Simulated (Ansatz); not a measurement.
**Te: single points about a listed cell**

How do energy, forces, pressure and gap of Te change under further strains and shifts, swapped elements? Each case is one self-consistent run.

Computed with Ansatz 0.2.0 (DFT PBEsol, scalar-relativistic, plane waves, PAW, unless a step's input says otherwise).

2 further runs of the same task are left out: 2 that didn't finish.

### 1 The system as given

Symmetry: Pmma, No. 51, orthorhombic system. Conventional cell: a = 9.214 Å, b = 3.152 Å, c = 4.457 Å, α = 90.00°, β = 90.00°, γ = 90.00°. Around Te (site symmetry mm2) lie 6 Te at 3.14 to 3.27 Å. Around Te (site symmetry 2/m) lie 6 Te at 3.14 to 3.27 Å.

As a file:

```cif
data_structure
_symmetry_space_group_name_H-M 'Pmma'
_symmetry_Int_Tables_number 51
_cell_length_a 9.2140
_cell_length_b 3.1522
_cell_length_c 4.4566
_cell_angle_alpha 90.000
_cell_angle_beta 90.000
_cell_angle_gamma 90.000
_cell_volume 129.44
loop_
_atom_site_label
_atom_site_type_symbol
_atom_site_symmetry_multiplicity
_atom_site_Wyckoff_symbol
_atom_site_fract_x
_atom_site_fract_y
_atom_site_fract_z
_atom_site_occupancy
Te1 Te 2 f 0.75000 0.50000 0.52062 1
Te2 Te 2 b 0.00000 0.50000 0.00000 1
```

The structure comes from the Materials Project (structure only).

### 2 A distortion of lower symmetry

The change: strain xx, yy, zz, yz, xz, xy = -0.3, -1.1, +0.8, +0.0, +0.0, +0.8 %; atoms moved by 0.25 Å root mean square, at most 0.38 Å.

Contents of input.yaml:

```yaml
crystal:
  lattice:
    - [9.1851760203, 0.0756470705, 0.0]
    - [0.0258795755, 3.117590466, 0.0]
    - [0.0, 0.0, 4.4920714975]
  atoms:
    - { symbol: Te, position: [0.75, 0.5, 0.4344753644] }
    - { symbol: Te, position: [0.25, 0.5, 0.4791756903] }
    - { symbol: Te, position: [-0.0056537228, 0.4658882164, 0.0431744727] }
    - { symbol: Te, position: [0.5056537228, 0.5341117836, 0.0431744727] }
basis:
  ecutwfc: 420
kpoints:
  mp_grid: { grid: [4, 12, 8] }
hamiltonian:
  xc: pbesol
scf:
  occupations: { method: gaussian, width: 0.1 }
output:
  forces: true
  stress: true
  eigenvalues: true
```

Launch:

```sh
$ ansatz run input.yaml --threads 1 --pin off --max-ram 1331MiB --backend cpu --events-out ev --progress --plain --runs-dir out
```

### 3 A change within a subgroup

Contents of input.yaml:

```yaml
crystal:
  lattice:
    - [9.2670886215, 0.0, 0.0]
    - [0.0, 3.2682026604, 0.0]
    - [0.0, 0.0, 4.1503808167]
  atoms:
    - { symbol: Te, position: [0.75, 0.4986611647, 0.5523275502] }
    - { symbol: Te, position: [0.25, 0.4986611647, 0.4476724498] }
    - { symbol: Te, position: [0.0, 0.5013388353, 0.0] }
    - { symbol: Te, position: [0.5, 0.5013388353, 0.0] }
basis:
  ecutwfc: 420
kpoints:
  mp_grid: { grid: [6, 14, 10] }
hamiltonian:
  xc: pbesol
scf:
  occupations: { method: gaussian, width: 0.1 }
output:
  forces: true
  stress: true
  eigenvalues: true
  populations: true
```

### 4 A distortion of lower symmetry

Contents of input.yaml:

```yaml
crystal:
  lattice:
    - [8.3805160126, -0.2530168763, 0.0]
    - [-0.086559457, 3.1644952264, 0.0]
    - [0.0, 0.0, 4.4351601894]
  atoms:
    - { symbol: Te, position: [0.7413039875, 0.504785691, 0.5369806009] }
    - { symbol: Te, position: [0.2413039875, 0.504785691, 0.4630193991] }
    - { symbol: Te, position: [0.0086960125, 0.495214309, 0.0083669271] }
    - { symbol: Te, position: [0.5086960125, 0.495214309, -0.0083669271] }
basis:
  ecutwfc: 420
kpoints:
  mp_grid: { grid: [6, 12, 8] }
hamiltonian:
  xc: pbesol
scf:
  occupations: { method: gaussian, width: 0.1 }
output:
  forces: true
  stress: true
  eigenvalues: true
  populations: true
```

### 5 One element swapped, cell strained: Te → S, first probe

Contents of input.yaml:

```yaml
crystal:
  lattice:
    - [7.615074462, 0.0, 0.0]
    - [0.0, 2.6051887141, 0.0]
    - [0.0, 0.0, 3.6832641699]
  atoms:
    - { symbol: S, position: [0.75, 0.5, 0.5206231] }
    - { symbol: S, position: [0.25, 0.5, 0.4793769] }
    - { symbol: S, position: [0.0, 0.5, 0.0] }
    - { symbol: S, position: [0.5, 0.5, 0.0] }
basis:
  ecutwfc: 420
kpoints:
  mp_grid: { grid: [4, 8, 6] }
hamiltonian:
  xc: pbesol
scf:
  occupations: { method: gaussian, width: 0.1 }
output:
  forces: true
  stress: true
  eigenvalues: true
```

### 6 One element swapped, cell strained: Te → S

Edit input.yaml of step 5 so:

```diff
@@ -13,3 +13,3 @@
 kpoints:
-  mp_grid: { grid: [4, 8, 6] }
+  mp_grid: { grid: [6, 16, 12] }
 hamiltonian:
@@ -22 +22,2 @@
   eigenvalues: true
+  populations: true
```

Before running it: what results should come out? Wanted: for each run, case; energy; pressure; largest force.

As calculated:

| step | case | energy (meV/atom) | pressure (GPa) | largest force (eV/Å) | gap on the mesh (eV) |
| --- | --- | --- | --- | --- | --- |
| 2 | a distortion of lower symmetry | +0.0 | 1.2 | 0.99 | 0.00 |
| 3 | a change within a subgroup | -76.3* | 0.3 | 0.43 | 0.00 |
| 4 | a distortion of lower symmetry | -32.5* | 5.4 | 0.89 | 0.00 |
| 6 | one element swapped, cell strained: Te → S | n/a | -8.2 | 0.26 | 0.00 |

Energies are counted from step 2, with the smearing taken to zero; a star marks another k mesh, which can shift energies by itself, so starred rows don't rank against the others. Other atoms or functionals have another zero of energy (n/a). A gap of 0.00 means none on the mesh at this level.

In words: Among the distorted cells of the listed formula and level the largest force, 0.99 eV/Å, acts on Te1 in step 2. The distorted cells of the listed formula and level show no gap on the mesh. Spin-orbit coupling is left out for Te. Spin polarisation is off in the runs that give these values; a magnetic solution could lie lower.
